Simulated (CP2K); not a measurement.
TiSe under changes of volume

One of the cells (16.439 Å³/atom); the others are scaled copies at fixed shape and fractional positions:

```
Ti Se
1.0
     3.20359    0.00000    0.00000
     0.00000    3.20359    0.00000
     0.00000    0.00000    3.20359
Ti Se
1 1
Direct
  0.00000 0.00000 0.00000
  0.50000 0.50000 0.50000
```

The cell was built by a generator and needn't be a form met in nature.

```yaml
Program: CP2K 2026.2
Functional: LDA
Potentials_or_basis: GTH_POTENTIALS Ti GTH-PADE-q12, Se GTH-PADE-q6; TZVP-MOLOPT-PBE-GTH basis
Density_cutoff: 6123 eV
k_mesh: 8 × 8 × 8
Occupations: fermi-dirac, width 0.05 eV
Spin: no spin polarisation
```

```tsv
volume (Å³/atom)	energy over the lowest point (meV/atom)	pressure (GPa)
15.453	0.00	-1.2
15.782	?	?
16.110	15.85	-6.3
16.439	31.10	-8.5
16.768	50.57	-10.4
17.097	73.81	-12.2
17.426	100.41	-13.7
```

**Question.** What does the run at 15.782 Å³/atom give?

**Answer.** Energy over the lowest point 5.29 meV/atom; pressure -3.9 GPa.

Worked out: A Birch-Murnaghan fit of order 3 (a polynomial in V^(-2/3)) to the other rows has its minimum at 15.32 Å³/atom, just outside them, with B0 = V·E''(V) = 139 GPa and B' = 4.2. It gives 5.32 meV/atom at 15.782 Å³/atom, against the run's 5.29, and -dE/dV = -3.9 GPa, against -3.9.

Energies are extrapolated to zero smearing.

Caveats: the basis of atomic orbitals isn't converged, which shifts pressures, moduli and gaps.
